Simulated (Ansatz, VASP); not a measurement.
## One calculation of KBr, two programs

The input INCAR:

```
PREC = Accurate ; ENCUT = 520
EDIFF = 1E-6 ; ISMEAR = -1
SIGMA = 0.08 ; LREAL = F
LASPH = T ; NELM = 60
ALGO = Normal ; ISIF = 2
LWAVE = F ; LCHARG = T
GGA = PE ; LELF = T
LVHAR = T ; NBANDS = 15
```

KPOINTS

```
regular mesh
0
Gamma
  11 11 11
```

POSCAR

```
KBr
1.0
    0.0000000000      3.6834758601      3.6834758601
    3.6834758601      0.0000000000      3.6834758601
    3.6834758601      3.6834758601      0.0000000000
K Br
1 1
Direct
    0.0000000000      0.0000000000      0.0000000000
    0.2500000000      0.2500000000      0.2500000000
```

Input for Ansatz:

```yaml
crystal:
  lattice:
    - [0.0, 3.6834758601, 3.6834758601]
    - [3.6834758601, 0.0, 3.6834758601]
    - [3.6834758601, 3.6834758601, 0.0]
  atoms:
    - { symbol: K, position: [0.0, 0.0, 0.0] }
    - { symbol: Br, position: [0.25, 0.25, 0.25] }
kpoints:
  mp_grid: { grid: [11, 11, 11] }
scf:
  occupations: { method: fermi_dirac, width: 0.08 }
hamiltonian:
  xc: pbe
  pseudopotentials: { kind: all_electron, lapw: { basis_error: 0.00025 } }
output:
  forces: true
  stress: true
  eigenvalues: true
```

Change from the starting cell: volume scaled by 0.975.

Alike in both runs: task single point; functional PBE; k mesh 11 × 11 × 11; occupations fermi-dirac, width 0.08 eV; no spin polarisation.

|  | VASP | Ansatz |
| --- | --- | --- |
| version | VASP 6.6.1 | Ansatz 0.2.0 |
| potentials or method | VASP PAW PBE potentials, release 64 (K_sv, Br) | all-electron LAPW, scalar-relativistic |
| plane-wave cutoff (eV) | 520 | see its input |

```tsv
	VASP	Ansatz	Ansatz less VASP
gap on the k mesh at the Fermi level (eV)	4.29	4.29	+0.001
pressure (GPa)	0.3	0.3	-0.02
```

Ansatz ran all-electron here, so the differences hold the error of VASP's frozen core and of both bases.

Caveats: an odd mesh through Γ misses points on the zone boundary, where band edges often lie.
